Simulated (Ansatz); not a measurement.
Runs of Ansatz 0.2.0 on Ge. The structure is cubic, space group Pm-3m (No. 221). The conventional cell has a = 2.710 Å, b = 2.710 Å, c = 2.710 Å, α = 90.00°, β = 90.00°, γ = 90.00°. Around Ge (site symmetry m-3m) lie 6 Ge at 2.71 Å. The cell was built by a generator and needn't be a form met in nature.

```csv
task,level,cell,gap on the mesh (eV),pressure (GPa),relaxed volume (Å³/atom)
single point,PBE,strained by -1 %,none,-0.5,-
relaxation of cell and atoms,PBE+D4,relaxed,none,0.0,19.00
single point,PBE,strained by -2 %,none,-0.5,-
relaxation of cell and atoms,PBE,relaxed,none,0.0,(a)
single point,PBE,as given,none,-0.5,-
relaxation of cell and atoms,PBE+D3(BJ),relaxed,none,0.0,19.01
```

Alike in all rows: potentials or basis Ansatz PAW; no spin polarisation; k mesh 10 × 10 × 10; cutoff (eV) 420; smearing fermi-dirac 0.05 eV.

Question: Estimate the missing entries.

Answer: (a) 19.77.

Caveats: the plane-wave basis is chosen anew once the cell has moved, so the energies of steps on either side of that aren't comparable (some runs); pairwise dispersion overbinds metals, which lowers pressure and volume (some runs).

A k mesh can miss the band edges, and the runs leave out spin-orbit coupling on Ge.

A gap of «none» marks a metal or a gap under the smearing width.
